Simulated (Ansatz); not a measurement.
**Ag: enthalpy under pressure, worked through**

Computed with Ansatz 0.2.0, DFT PBE, scalar-relativistic, plane waves, PAW. (420 eV cutoff, 18×18×10 k-mesh, Gaussian smearing of 0.10 eV, no spin polarisation)

Starting point, cell and atoms relaxed:

```xyz
2
Lattice="2.9346 0.0000 0.0000 -1.4673 2.5414 0.0000 0.0000 0.0000 4.7979" Properties=species:S:1:pos:R:3 pbc="T T T"
Ag    0.0000    1.6943    1.1995
Ag    1.4673    0.8471    3.5984
```

Cell and atoms were relaxed at each target pressure within the start's symmetry (P6_3/mmc), at zero temperature; other phases can be more stable under pressure. H = E + PV with P the target; E is the free energy at the smearing used, whose derivative the pressure is, per atom and counted from zero pressure.

```tsv
P (GPa)	V (Å³/atom)	E − E0 (meV)	H − H0 (meV)
0	17.892	0.0	0.0
1	17.698	0.6	111.1
4	17.196	8.3	437.6
12	16.195	56.7	1269.7
25	15.094	180.5	2535.8
50	13.762	483.3	4778.1
90	12.485	1028.1	8041.1
```

Thermodynamics gives dH/dP = V along a relaxed path. Integrate V over P by the trapezoid rule and compare with the computed enthalpies.

With 1 eV/Å³ = 160.22 GPa, each step adds the mean volume times ΔP / 160.22:
| P (GPa) | ∫V dP (meV) | H − H0 (meV) | difference (meV) |
| --- | --- | --- | --- |
| 1 | 111.1 | 111.1 | 0.0 |
| 4 | 437.8 | 437.6 | 0.1 |
| 12 | 1271.4 | 1269.7 | 1.7 |
| 25 | 2540.8 | 2535.8 | 5.0 |
| 50 | 4792.1 | 4778.1 | 14.0 |
| 90 | 8068.5 | 8041.1 | 27.4 |

V(P) curves upward, so the trapezoid rule runs high; integrating a smooth curve through the same points puts that excess at about 27.2 meV at 90 GPa, against the 27.4 meV found.

At 90 GPa, how much of the enthalpy change is stored energy and how much is the PV term?

E rises by 1028 meV/atom and PV is 90 × 12.485 / 160.22 = 7013 meV/atom, so PV makes 87 % of ΔH. So between rival structures at high pressure a small difference in volume can outweigh the difference in energy: 1 % of this volume is worth 70.1 meV/atom at this pressure.

What bulk modulus do the lowest pressures give?

From the pressures that the runs reached, -1.00 GPa (18.096 Å³) and 1.00 GPa (17.698 Å³), B = −ΔP/Δln V = 2.00 / 0.0222 = 90 GPa, a mean over that range.

This form isn't the element's structure at ambient conditions.